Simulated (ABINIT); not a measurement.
# CaF2 (Fluorite) (Fm-3m) in ABINIT: equation of state with WC

Aim: the equation of state of CaF2 (Fluorite) with WC.

All numbers are computed with ABINIT 10.8.3 (patched build); they aren't measurements. Logs are shortened: lines on timing, memory, paths and dates and some standing lists are left out, and cuts for length are marked. The log counts tension as positive stress, the text compression.

## (1) The crystal as given

The structure is cubic, space group Fm-3m (No. 225). The conventional cell has a = 5.462 Å, b = 5.462 Å, c = 5.462 Å, α = 90.00°, β = 90.00°, γ = 90.00°. Around Ca (site symmetry m-3m) lie 8 F at 2.37 Å. F (site symmetry -43m) has 4 Ca at 2.37 Å as nearest neighbours.

## (2) Equation of state, WC

Input file run.abi:

```
# Datasets: one volume each
ndtset 7
getwfk -1
scalecart1 3*0.9795861087
scalecart2 3*0.9864848297
scalecart3 3*0.9932883884
scalecart4 3*1.0000000000
scalecart5 3*1.0066227096
scalecart6 3*1.0131594038
scalecart7 3*1.0196128224

# Pseudopotentials
pp_dirpath "./"
pseudos "Ca.GGA_PBE-JTH.xml, F.GGA_PBE-JTH.xml"

# Structure
acell 7.2985328152 7.2985328152 7.2985328152
rprim
     0.0000000000     0.7071067812     0.7071067812
     0.7071067812     0.0000000000     0.7071067812
     0.7071067812     0.7071067812     0.0000000000
ntypat 2
znucl 20 9
natom 3
typat 1 2 2
xred
     0.0000000000     0.0000000000     0.0000000000
     0.7500000000     0.7500000000     0.7500000000
     0.2500000000     0.2500000000     0.2500000000

# Plane-wave basis
ecut 28.0
pawecutdg 50.0
pawxcdev 0

# k points
kptopt 1
ngkpt 8 8 8
nshiftk 1
shiftk 0.0 0.0 0.0

# Exchange and correlation
ixc 23

# Bands and occupations
nband 16
occopt 3
tsmear 0.05 eV

# SCF cycle
nstep 100
tolvrs 1.0e-9

# Output
iomode 3
prtwf 1
prtden 0
prteig 0
prtebands 0
enunit 1
```

Potentials or basis: JTH PAW PBE v2.0.

Command:

```
> abinit run.abi > log 2>&1
```

run.abo:

```text
.Version 10.8.3 of ABINIT
 DATASET    1 : space group Fm -3 m (#225); Bravais cF (face-center cubic)
================================================================================
 Values of the parameters that define the memory need for DATASET  1.
     intxc =       0    ionmov =       0      iscf =      17    lmnmax =      18
     lnmax =       6     mgfft =      36  mpssoang =       3    mqgrid =    3001
     natom =       3  nloc_mem =       2    nspden =       1   nspinor =       1
    nsppol =       1      nsym =      48    n1xccc =       1    ntypat =       2
    occopt =       3   xclevel =       2
       mpw =        1847          nfft =       46656          nkpt =          29
 PAW method is used; the additional fine FFT grid is defined by:
   mgfftf=        48    nfftf =    110592
================================================================================
================================================================================
[... 71 lines left out ...]
 DATASET    7 : space group Fm -3 m (#225); Bravais cF (face-center cubic)
================================================================================
 Values of the parameters that define the memory need for DATASET  7.
     intxc =       0    ionmov =       0      iscf =      17    lmnmax =      18
     lnmax =       6     mgfft =      36  mpssoang =       3    mqgrid =    3001
     natom =       3  nloc_mem =       2    nspden =       1   nspinor =       1
    nsppol =       1      nsym =      48    n1xccc =       1    ntypat =       2
    occopt =       3   xclevel =       2
       mpw =        2076          nfft =       46656          nkpt =          29
 PAW method is used; the additional fine FFT grid is defined by:
   mgfftf=        48    nfftf =    110592
================================================================================
================================================================================

--------------------------------------------------------------------------------
------------- Echo of variables that govern the present computation ------------
--------------------------------------------------------------------------------
 -outvars: echo values of preprocessed input variables --------
            acell      7.2985328152E+00  7.2985328152E+00  7.2985328152E+00 Bohr
              amu      4.00780000E+01  1.89984032E+01
             ecut      2.80000000E+01 Hartree
           enunit           1
           getwfk          -1
              ixc          23
           jdtset        1    2    3    4    5    6    7
         kptrlatt        8    0    0      0    8    0      0    0    8
          kptrlen1     5.71963309E+01
          kptrlen2     5.75991352E+01
          kptrlen3     5.79963832E+01
          kptrlen4     5.83882625E+01
          kptrlen5     5.87749510E+01
          kptrlen6     5.91566172E+01
          kptrlen7     5.95334211E+01
            natom           3
            nband          16
           ndtset           7
            ngfft          36      36      36
          ngfftdg          48      48      48
             nkpt          29
            nstep         100
             nsym          48
           ntypat           2
           occopt           3
        pawecutdg      5.00000000E+01 Hartree
         pawxcdev           0
           prtden           0
        prtebands           0
           prteig           0
            rprim1     0.0000000000E+00  6.9267198023E-01  6.9267198023E-01
                       6.9267198023E-01  0.0000000000E+00  6.9267198023E-01
                       6.9267198023E-01  6.9267198023E-01  0.0000000000E+00
            rprim2     0.0000000000E+00  6.9755011263E-01  6.9755011263E-01
                       6.9755011263E-01  0.0000000000E+00  6.9755011263E-01
                       6.9755011263E-01  6.9755011263E-01  0.0000000000E+00
            rprim3     0.0000000000E+00  7.0236095512E-01  7.0236095512E-01
                       7.0236095512E-01  0.0000000000E+00  7.0236095512E-01
                       7.0236095512E-01  7.0236095512E-01  0.0000000000E+00
            rprim4     0.0000000000E+00  7.0710678120E-01  7.0710678120E-01
                       7.0710678120E-01  0.0000000000E+00  7.0710678120E-01
                       7.0710678120E-01  7.0710678120E-01  0.0000000000E+00
            rprim5     0.0000000000E+00  7.1178974407E-01  7.1178974407E-01
                       7.1178974407E-01  0.0000000000E+00  7.1178974407E-01
                       7.1178974407E-01  7.1178974407E-01  0.0000000000E+00
            rprim6     0.0000000000E+00  7.1641188486E-01  7.1641188486E-01
                       7.1641188486E-01  0.0000000000E+00  7.1641188486E-01
                       7.1641188486E-01  7.1641188486E-01  0.0000000000E+00
            rprim7     0.0000000000E+00  7.2097514092E-01  7.2097514092E-01
                       7.2097514092E-01  0.0000000000E+00  7.2097514092E-01
                       7.2097514092E-01  7.2097514092E-01  0.0000000000E+00
          spgroup         225
           tolvrs      1.00000000E-09
           tsmear      1.83746611E-03 Hartree
            typat      1  2  2
           useylm           1
           xangst1     0.0000000000E+00  0.0000000000E+00  0.0000000000E+00
                       4.0128744916E+00  4.0128744916E+00  4.0128744916E+00
                       1.3376248305E+00  1.3376248305E+00  1.3376248305E+00
           xangst2     0.0000000000E+00  0.0000000000E+00  0.0000000000E+00
                       4.0411351022E+00  4.0411351022E+00  4.0411351022E+00
                       1.3470450341E+00  1.3470450341E+00  1.3470450341E+00
           xangst3     0.0000000000E+00  0.0000000000E+00  0.0000000000E+00
                       4.0690058804E+00  4.0690058804E+00  4.0690058804E+00
                       1.3563352935E+00  1.3563352935E+00  1.3563352935E+00
           xangst4     0.0000000000E+00  0.0000000000E+00  0.0000000000E+00
                       4.0964999973E+00  4.0964999973E+00  4.0964999973E+00
                       1.3654999991E+00  1.3654999991E+00  1.3654999991E+00
           xangst5     0.0000000000E+00  0.0000000000E+00  0.0000000000E+00
                       4.1236299271E+00  4.1236299271E+00  4.1236299271E+00
                       1.3745433090E+00  1.3745433090E+00  1.3745433090E+00
           xangst6     0.0000000000E+00  0.0000000000E+00  0.0000000000E+00
                       4.1504074949E+00  4.1504074949E+00  4.1504074949E+00
[... 10 lines left out ...]
            xcart3     0.0000000000E+00  0.0000000000E+00  0.0000000000E+00
                       7.6893067186E+00  7.6893067186E+00  7.6893067186E+00
                       2.5631022395E+00  2.5631022395E+00  2.5631022395E+00
            xcart4     0.0000000000E+00  0.0000000000E+00  0.0000000000E+00
                       7.7412630697E+00  7.7412630697E+00  7.7412630697E+00
                       2.5804210232E+00  2.5804210232E+00  2.5804210232E+00
            xcart5     0.0000000000E+00  0.0000000000E+00  0.0000000000E+00
                       7.7925312069E+00  7.7925312069E+00  7.7925312069E+00
                       2.5975104023E+00  2.5975104023E+00  2.5975104023E+00
            xcart6     0.0000000000E+00  0.0000000000E+00  0.0000000000E+00
                       7.8431334763E+00  7.8431334763E+00  7.8431334763E+00
                       2.6143778254E+00  2.6143778254E+00  2.6143778254E+00
            xcart7     0.0000000000E+00  0.0000000000E+00  0.0000000000E+00
                       7.8930910874E+00  7.8930910874E+00  7.8930910874E+00
                       2.6310303625E+00  2.6310303625E+00  2.6310303625E+00
             xred      0.0000000000E+00  0.0000000000E+00  0.0000000000E+00
                       7.5000000000E-01  7.5000000000E-01  7.5000000000E-01
                       2.5000000000E-01  2.5000000000E-01  2.5000000000E-01
            znucl       20.00000    9.00000

================================================================================

 chkinp: Checking input parameters for consistency, jdtset=   1.

 chkinp: Checking input parameters for consistency, jdtset=   2.
[... 40 lines left out ...]
 getcut: wavevector=  0.0000  0.0000  0.0000  ngfft=  48  48  48
         ecut(hartree)=     50.000   => boxcut(ratio)=   2.10918

--- Pseudopotential description ------------------------------------------------
- pspini: atom type   1  psp file is ./Ca.GGA_PBE-JTH.xml
 Pseudopotential format is: paw10
 basis_size (lnmax)=  6 (lmn_size= 18), orbitals=   0   0   1   1   2   2
 Spheres core radius: rc_sph= 1.91415326
 Shapefunction is SIN type: shapef(r)=[sin(pi*r/rshp)/(pi*r/rshp)]**2
 Radius for shape functions =  1.70813664
 Compensation charge density is not taken into account in XC energy/potential

- pspini: atom type   2  psp file is ./F.GGA_PBE-JTH.xml
 Pseudopotential format is: paw10
 basis_size (lnmax)=  4 (lmn_size=  8), orbitals=   0   0   1   1
 Spheres core radius: rc_sph= 1.40288605
 Shapefunction is SIN type: shapef(r)=[sin(pi*r/rshp)/(pi*r/rshp)]**2
 Radius for shape functions =  1.20455331
 Compensation charge density is not taken into account in XC energy/potential

   6.63721049E+02                                ecore*ucvol(ha*bohr**3)
--------------------------------------------------------------------------------

[... 1287 lines left out ...]
-Cartesian components of stress tensor (GPa)         [Pressure= -6.6356E+00 GPa]
- sigma(1 1)=  6.63564821E+00  sigma(3 2)=  0.00000000E+00
- sigma(2 2)=  6.63564821E+00  sigma(3 1)=  0.00000000E+00
- sigma(3 3)=  6.63564821E+00  sigma(2 1)=  0.00000000E+00

== END DATASET(S) ==============================================================
================================================================================

 -outvars: echo values of variables after computation  --------
            acell      7.2985328152E+00  7.2985328152E+00  7.2985328152E+00 Bohr
           etotal1    -8.6014319709E+01
           etotal2    -8.6014799140E+01
           etotal3    -8.6014912600E+01
           etotal4    -8.6014701900E+01
           etotal5    -8.6014204387E+01
           etotal6    -8.6013454705E+01
           etotal7    -8.6012474328E+01
            fcart1     5.2013489857E-32 -5.2013489857E-32  5.2013489857E-32
                       5.2013489857E-32 -5.2013489857E-32  5.2013489857E-32
                      -1.0402697971E-31  1.0402697971E-31 -1.0402697971E-31
            fcart2    -0.0000000000E+00 -0.0000000000E+00 -0.0000000000E+00
                      -0.0000000000E+00 -0.0000000000E+00 -0.0000000000E+00
                      -0.0000000000E+00 -0.0000000000E+00 -0.0000000000E+00
            fcart3     8.5493284601E-32 -8.5493284601E-32  1.7098656920E-32
                       8.5493284601E-32 -8.5493284601E-32  1.7098656920E-32
                      -1.7098656920E-31  1.7098656920E-31 -3.4197313841E-32
            fcart4     3.3967794752E-32 -3.3967794752E-32  3.3967794752E-32
[... 52 lines left out ...]
           xangst3     0.0000000000E+00  0.0000000000E+00  0.0000000000E+00
                       4.0690058804E+00  4.0690058804E+00  4.0690058804E+00
                       1.3563352935E+00  1.3563352935E+00  1.3563352935E+00
           xangst4     0.0000000000E+00  0.0000000000E+00  0.0000000000E+00
                       4.0964999973E+00  4.0964999973E+00  4.0964999973E+00
                       1.3654999991E+00  1.3654999991E+00  1.3654999991E+00
           xangst5     0.0000000000E+00  0.0000000000E+00  0.0000000000E+00
                       4.1236299271E+00  4.1236299271E+00  4.1236299271E+00
                       1.3745433090E+00  1.3745433090E+00  1.3745433090E+00
           xangst6     0.0000000000E+00  0.0000000000E+00  0.0000000000E+00
                       4.1504074949E+00  4.1504074949E+00  4.1504074949E+00
                       1.3834691650E+00  1.3834691650E+00  1.3834691650E+00
           xangst7     0.0000000000E+00  0.0000000000E+00  0.0000000000E+00
                       4.1768439242E+00  4.1768439242E+00  4.1768439242E+00
                       1.3922813081E+00  1.3922813081E+00  1.3922813081E+00
             xred      0.0000000000E+00  0.0000000000E+00  0.0000000000E+00
                       7.5000000000E-01  7.5000000000E-01  7.5000000000E-01
                       2.5000000000E-01  2.5000000000E-01  2.5000000000E-01
 Calculation completed.
```

It took 3.6 min on 1 thread of Arm Neoverse V1, shared host; peak memory 0.17 GiB.

What came out:

```yaml
Equilibrium_volume: 13.26 Å³/atom
Bulk_modulus: 86 GPa
Pressure_derivative_of_the_bulk_modulus: 4.8
```

Energy against volume, from the lowest point:
```csv
volume (Å³/atom),energy (meV/atom)
12.764,5.38
13.036,1.03
13.308,0.00
13.579,1.91
13.851,6.42
14.122,13.22
14.394,22.12
```

Caveat: pressures at fixed basis lie under the slope of the energies; the PAW data sets were made with another functional, which shifts forces and pressure a little.
